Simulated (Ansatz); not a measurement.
Runs of Ansatz 0.2.0 on ZrB2. Symmetry: P6/mmm, No. 191, hexagonal system. The conventional cell has a = 3.170 Å, b = 3.170 Å, c = 3.533 Å, α = 90.00°, β = 90.00°, γ = 120.00°. Around Zr (site symmetry 6/mmm) lie 12 B at 2.54 Å. Around B (site symmetry -6m2) lie 3 B at 1.83 Å. 

| task | level | spin | cell | k mesh | points for each segment of the path | gap on the mesh (eV) | pressure (GPa) | relaxed volume (Å³/atom) |
| --- | --- | --- | --- | --- | --- | --- | --- | --- |
| band structure | PBEsol | SOC, no magnetisation | as given | 7 × 7 × 6 | 14 | none | (c) | - |
| band structure | BLYP | off | as given | 10 × 10 × 8 | 14 | none | 7.3 | - |
| band structure | RPBE | off | as given | 10 × 10 × 8 | 14 | none | 4.4 | - |
| relaxation of cell and atoms | revPBE | off | relaxed | 10 × 10 × 8 | - | none | 0.0 | 10.40 |
| relaxation of cell and atoms | RPBE+D3(BJ) | off | relaxed | 10 × 10 × 8 | - | none | 0.0 | (b) |
| relaxation of cell and atoms | RPBE | off | relaxed | 10 × 10 × 8 | - | none | 0.0 | 10.44 |
| relaxation of cell and atoms | RPBE+D4 | off | relaxed | 10 × 10 × 8 | - | - | 0.0 | 9.92 |
| band structure | revPBE | off | as given | 10 × 10 × 8 | 14 | none | (a) | - |

Alike in all rows: potentials or basis Ansatz PAW; cutoff (eV) 420; smearing fermi-dirac 0.05 eV.

Task: Estimate the missing entries.

Result: (a) 3.5; (b) 9.05; (c) -4.1.

Caveats: the PAW data sets come from PBE, with cores solved anew for the run's functional, which leaves a small shift of forces and pressure; the plane-wave basis is chosen anew once the cell has moved, so the energies of steps on either side of that aren't comparable (some runs); the volume moved by -12 % from the deposited cell, more than functionals usually miss (some runs); pairwise dispersion overbinds metals, which lowers pressure and volume (some runs).

A k mesh can miss the band edges, and rows without SOC leave out spin-orbit coupling on Zr.

A gap of «none» marks a metal or a gap under the smearing width.

Runs at the PBE level aren't shown here.
